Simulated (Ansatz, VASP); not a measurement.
# BP2: VASP beside Ansatz

```
B P
1.0
     3.52226    0.00000    0.00000
     0.00000    3.52226    0.00000
     0.00000    0.00000    4.54101
B P
1 2
Direct
  0.50000 0.50000 0.00000
  0.00000 0.50000 0.00000
  0.50000 0.00000 0.00000
```

Alike in both runs: task single point; functional PBE; k mesh 6 × 6 × 4; occupations gaussian, width 0.1 eV; no spin polarisation.

|  | VASP | Ansatz |
| --- | --- | --- |
| version | VASP 6.6.1 | Ansatz 0.2.0 |
| potentials or method | VASP PAW PBE potentials, release 64 (B, P) | scalar-relativistic, plane waves, PAW |
| plane-wave cutoff (eV) | 520 | 420 |
| valence electrons in the cell | 13 | 13 |

Ansatz gave:

```
gap on the k mesh at the Fermi level (eV)       : none
pressure (GPa)                                  : 28.1
largest component of the traceless stress (GPa) : 28.37
```

**Question.** Which values does VASP return?

**Answer.** gap on the k mesh at the Fermi level (eV): none; pressure (GPa): 27.8; largest component of the traceless stress (GPa): 28.09.

A gap of «none» marks a metal or a gap that the smearing closes.

Caveats: so large a pressure means that the cell lies far from this level's equilibrium, or that cutoff or potentials fall short (VASP); this functional lacks dispersion, which binds the layers, so the pressure and a relaxed spacing across them are unreliable.
